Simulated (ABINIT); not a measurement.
## LiCl (Fm-3m): G0W0 in ABINIT against the bands in the screening

Wanted: the cheapest bands in the screening that holds the gap of LiCl (Fm-3m).

Calculated with ABINIT 10.8.3; LDA and many-body steps on it, plane waves.

This is a report of a sequence of runs, with most program output left out.

The database entry behind the starting cell differs from later determinations by our own check (0.1 to 0.3 % short, probably kX units), so it need not match the best structure at ambient conditions.

## (1) The structure

Symmetry: Fm-3m, No. 225, cubic system. The conventional cell has a = 5.130 Å, b = 5.130 Å, c = 5.130 Å, α = 90.00°, β = 90.00°, γ = 90.00°. Nearest to Li lie 6 Cl at 2.56 Å. Nearest to Cl lie 6 Li at 2.56 Å. Farther neighbours and most contacts between anions are not listed.

The cell and positions come from the Crystallography Open Database and are kept as given unless a step says otherwise.

## (2) Screening, 4×4×4 mesh, 13 bands, screening to 130.6 eV

This step: ABINIT 10.8.3; RPA screening on LDA, plane waves, norm-conserving pseudopotentials.

The RPA dielectric matrix is built and inverted for each q.

run.abi

```
acell 3*1.0 Angstrom
rprim 
  0.000000000000 2.564770000000 2.564770000000
  2.564770000000 0.000000000000 2.564770000000
  2.564770000000 2.564770000000 -0.000000000000
ntypat 2
znucl 3 17
natom 2
typat 1 2
xred 
  0.000000000000 0.000000000000 0.000000000000
  0.500000000000 0.500000000000 0.500000000000
pp_dirpath "pseudos"
pseudos "Li.upf, Cl.upf"
ecut 33
ngkpt 4 4 4
nshiftk 1
shiftk 0 0 0
kptopt 1
chksymbreak 0
istwfk *1
occopt 1
irdwfk 1
optdriver 3
nband 13
ecuteps 4.8
inclvkb 2
awtr 1
symchi 1
indata_prefix "in"
outdata_prefix "out"
tmpdata_prefix "tmp"
```

Command:

```
> OMP_NUM_THREADS=1 mpirun -n 4 abinit run.abi > log
```

Wall time 2 s (4 MPI ranks of Arm Neoverse V2, shared host); peak memory 0.09 GiB.

This step gave:

| Item | Value |
| --- | --- |
| ε∞ with local fields, on this mesh, along the program's q direction | 2.974 |
| the same without local fields | 3.486 |
| plasma frequency | 20.21 eV |
| plane waves in the screening matrix | 113 |

Local fields lower ε∞ by 15 %. On a Γ-centred mesh this coarse the value itself is usually too large, while a short band sum pulls it down.

## (3) 13 bands

This step: G0W0 on LDA, plane waves, norm-conserving pseudopotentials.

run.abi: that of step 2 with these lines changed.

```diff
@@ -23,8 +23,15 @@
 irdwfk 1
-optdriver 3
-nband 13
+optdriver 4
+nband 44
+gwcalctyp 0
+ecutsigx 33
+symsigma 1
+nkptgw 1
+kptgw 
+  0.0000000000 0.0000000000 0.0000000000
+bdgw 
+  3 9
 ecuteps 4.8
-inclvkb 2
-awtr 1
-symchi 1
+irdscr 1
+ppmodel 1
 indata_prefix "in"
```

It took 2.1 s on 4 MPI ranks; peak memory 0.12 GiB; 7.9 s of CPU time.

This step gave:

* G0W0 gap on the points computed: 8.924 eV
* starting gap on the mesh: 5.989 eV
* k of the valence top: 0, 0, 0
* k of the conduction bottom: 0, 0, 0
* Z at the valence top: 0.803
* Z at the conduction bottom: 0.848
* least direct G0W0 gap on the computed points: 8.924 eV

## (4) Screening, 4×4×4 mesh, 14 bands, screening to 130.6 eV

This step: RPA screening on LDA, plane waves, norm-conserving pseudopotentials.

run.abi: that of step 3 with these lines changed.

```diff
@@ -23,15 +23,8 @@
 irdwfk 1
-optdriver 4
-nband 44
-gwcalctyp 0
-ecutsigx 33
-symsigma 1
-nkptgw 1
-kptgw 
-  0.0000000000 0.0000000000 0.0000000000
-bdgw 
-  3 9
+optdriver 3
+nband 14
 ecuteps 4.8
-irdscr 1
-ppmodel 1
+inclvkb 2
+awtr 1
+symchi 1
 indata_prefix "in"
```

Elapsed: 2.2 s, on 4 MPI ranks; peak memory 0.09 GiB; 8.5 s of CPU time.

Numbers from this step:

| Item | Value |
| --- | --- |
| ε∞ with local fields, on this mesh, along the program's q direction | 2.976 |
| the same without local fields | 3.492 |
| plasma frequency | 20.21 eV |
| plane waves in the screening matrix | 113 |

## (5) 14 bands

The self-energy is evaluated for the states that the input lists, and the levels follow from it, in one-shot runs by the linearised quasiparticle equation.

This step: G0W0 on LDA, plane waves, norm-conserving pseudopotentials.

run.abi: that of step 4 with these lines changed.

```diff
@@ -23,8 +23,15 @@
 irdwfk 1
-optdriver 3
-nband 14
+optdriver 4
+nband 44
+gwcalctyp 0
+ecutsigx 33
+symsigma 1
+nkptgw 1
+kptgw 
+  0.0000000000 0.0000000000 0.0000000000
+bdgw 
+  3 9
 ecuteps 4.8
-inclvkb 2
-awtr 1
-symchi 1
+irdscr 1
+ppmodel 1
 indata_prefix "in"
```

Wall time 2 s (4 MPI ranks); peak memory 0.12 GiB.

Numbers from this step:

```
G0W0 gap on the points computed              : 8.889 eV
starting gap on the mesh                     : 5.989 eV
k of the valence top                         : 0, 0, 0
k of the conduction bottom                   : 0, 0, 0
Z at the valence top                         : 0.803
Z at the conduction bottom                   : 0.847
least direct G0W0 gap on the computed points : 8.889 eV
```

The gap on the mesh goes from 5.99 eV to 8.89 eV, a correction of +2.90 eV.

## (6) Screening, 4×4×4 mesh, 44 bands, screening to 130.6 eV

This step: RPA screening on LDA, plane waves, norm-conserving pseudopotentials.

run.abi: that of step 5 with these lines changed.

```diff
@@ -23,15 +23,8 @@
 irdwfk 1
-optdriver 4
+optdriver 3
 nband 44
-gwcalctyp 0
-ecutsigx 33
-symsigma 1
-nkptgw 1
-kptgw 
-  0.0000000000 0.0000000000 0.0000000000
-bdgw 
-  3 9
 ecuteps 4.8
-irdscr 1
-ppmodel 1
+inclvkb 2
+awtr 1
+symchi 1
 indata_prefix "in"
```

It took 3.7 s on 4 MPI ranks; peak memory 0.4 GiB.

Numbers from this step:

```
ε∞ with local fields, on this mesh, along the program's q direction : 3.003
the same without local fields                                       : 3.517
plasma frequency                                                    : 20.21 eV
plane waves in the screening matrix                                 : 113
```

## (7) 44 bands

This step: G0W0 on LDA, plane waves, norm-conserving pseudopotentials.

run.abi: that of step 6 with these lines changed.

```diff
@@ -23,8 +23,15 @@
 irdwfk 1
-optdriver 3
+optdriver 4
 nband 44
+gwcalctyp 0
+ecutsigx 33
+symsigma 1
+nkptgw 1
+kptgw 
+  0.0000000000 0.0000000000 0.0000000000
+bdgw 
+  3 9
 ecuteps 4.8
-inclvkb 2
-awtr 1
-symchi 1
+irdscr 1
+ppmodel 1
 indata_prefix "in"
```

Wall time 2 s (4 MPI ranks); peak memory 0.12 GiB.

Numbers from this step:

- G0W0 gap on the points computed: 8.824 eV
- starting gap on the mesh: 5.989 eV
- k of the valence top: 0, 0, 0
- k of the conduction bottom: 0, 0, 0
- least direct G0W0 gap on the computed points: 8.824 eV

Against the run before, the gap moves by −0.065 eV.

## (8) Screening, 4×4×4 mesh, 95 bands, screening to 130.6 eV

This step: RPA screening on LDA, plane waves, norm-conserving pseudopotentials.

run.abi: that of step 7 with these lines changed.

```diff
@@ -23,15 +23,8 @@
 irdwfk 1
-optdriver 4
-nband 44
-gwcalctyp 0
-ecutsigx 33
-symsigma 1
-nkptgw 1
-kptgw 
-  0.0000000000 0.0000000000 0.0000000000
-bdgw 
-  3 9
+optdriver 3
+nband 95
 ecuteps 4.8
-irdscr 1
-ppmodel 1
+inclvkb 2
+awtr 1
+symchi 1
 indata_prefix "in"
```

The job ended after 6.4 s (4 MPI ranks; peak memory 0.51 GiB).

This step gave:

```yaml
eps_infinity_with_local_fields_on_this_mesh_along_the_program_s_q_direction: 3.005
the_same_without_local_fields: 3.520
plasma_frequency: 20.21 eV
plane_waves_in_the_screening_matrix: 113
```

## (9) 95 bands

This step: G0W0 on LDA, plane waves, norm-conserving pseudopotentials.

run.abi: that of step 8 with these lines changed.

```diff
@@ -23,8 +23,15 @@
 irdwfk 1
-optdriver 3
-nband 95
+optdriver 4
+nband 44
+gwcalctyp 0
+ecutsigx 33
+symsigma 1
+nkptgw 1
+kptgw 
+  0.0000000000 0.0000000000 0.0000000000
+bdgw 
+  3 9
 ecuteps 4.8
-inclvkb 2
-awtr 1
-symchi 1
+irdscr 1
+ppmodel 1
 indata_prefix "in"
```

It took 2 s on 4 MPI ranks; peak memory 0.12 GiB.

Numbers from this step:

```
G0W0 gap on the points computed              : 8.833 eV
starting gap on the mesh                     : 5.989 eV
k of the valence top                         : 0, 0, 0
k of the conduction bottom                   : 0, 0, 0
least direct G0W0 gap on the computed points : 8.833 eV
```

Against the run before, the gap moves by +0.009 eV.

## (10) The runs together

Times are wall times on 4 MPI ranks of Arm Neoverse V2, shared host, good to a factor of about two. A run's time includes the screening step that it read.

```csv
run,mesh,bands,screening cutoff (eV),DFT gap (eV),gap on the mesh (eV),direct (eV),ε∞ used,time
13 bands,4×4×4,44,130.6,5.989,8.924,8.924,2.97,4.1 s
14 bands,4×4×4,44,130.6,5.989,8.889,8.889,2.98,4.3 s
44 bands,4×4×4,44,130.6,5.989,8.824,8.824,3.00,5.7 s
95 bands,4×4×4,44,130.6,5.989,8.833,8.833,3.01,8.5 s
```

## (11) Outcome

```json
{
 "13 bands": "8.924 eV",
 "14 bands": "8.889 eV",
 "44 bands": "8.824 eV",
 "95 bands": "8.833 eV",
 "known limits": "not at the basis limit; coarse k mesh"
}
```

In words: The setting moved: bands in the screening. From 13 bands to 95 bands the gap moves by −0.09 eV, for 2.1 times the time. It holds to 0.03 eV from 44 bands on. Bands and screening cutoff are coupled, so a series along one setting does not show full convergence. Bands and cutoff are finite, so the gap is not at the basis limit. The miss can reach some tenths of an eV and take either sign; the mesh is an error of its own. In the G0W0 runs levels were corrected at 1 k point alone, so a gap called «on the mesh» is the least over those, and an edge elsewhere would be missed. The 4×4×4 mesh is coarse for this cell, which bears on the long-range parts of exchange and screening.

[Paths, hosts, dates, memory and timing lines, banners, echoed tables and standing remarks are left out of the program output.]

[Logs are printed without paths, hosts, clocks, repeated set-up lines and the standing remarks that a program may print on its own settings, such as how far it seeks lower states.]

[Runs of the session that timed out or met a known fault of the program may be left out.]

[Hosts, paths, dates, database ids (printed as entryN), source tags and the programs' standing remarks are cut or masked in the printed files.]

[G0W0 gaps are taken among the corrected bands and points alone; a level outside them can change the order at an edge.]

[Where Ansatz stands beside ABINIT at settings called matched, ABINIT's density can come from a denser mesh and the files from another edition; pairs whose starting gaps differed by over 0.03 eV were left out, so agreement reads better than it is.]
